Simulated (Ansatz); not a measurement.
**Hf: single point with PBEsol**

Hf:

```
CELL_PARAMETERS angstrom
4.96233 0.00000 0.00000
-2.48116 4.29750 0.00000
0.00000 0.00000 3.08623
ATOMIC_POSITIONS crystal
Hf 0.00000 0.00000 0.00000
Hf 0.33333 0.66667 0.50000
Hf 0.66667 0.33333 0.50000
```

This isn't the form of Hf at room conditions, which is hcp.

| Item | Value |
| --- | --- |
| Program | Ansatz 0.2.0 |
| Task | single point |
| Functional | PBEsol |
| Potentials or basis | Ansatz PAW |
| Cutoff | 420 eV (not typed: the program's choice for these potentials) |
| k mesh | 6 × 6 × 9 |
| Occupations | fermi-dirac, width 0.05 eV |
| Spin | no spin polarisation |

The pressure is -2.7 GPa. The band gap on the k mesh is none (metal or under the smearing width).

Stress tensor (GPa, compression positive):
```
-2.83  0.00  0.00
 0.00 -2.83  0.00
 0.00  0.00 -2.37
```

Levels at points of the mesh, in eV from the Fermi level:
```csv
k point,band 36,band 37,band 38,band 39,band 40,band 41,band 42,band 43
"(0.00, 0.00, 0.00)",-0.62,-0.62,-0.62,-0.59,-0.59,1.11,2.14,2.14
"(0.00, -0.50, 0.00)",-3.55,-0.45,-0.41,-0.34,0.20,0.87,1.12,1.58
```

Wall time 1.7 s on 2 threads of Intel(R) Xeon(R) 6975P-C (Granite Rapids), on a shared host, peak memory 0.45 GiB.

Caveat: the PAW data sets come from PBE, with cores solved anew for the run's functional, which leaves a small shift of forces and pressure. Spin-orbit coupling is left out, which matters for the levels of Hf.
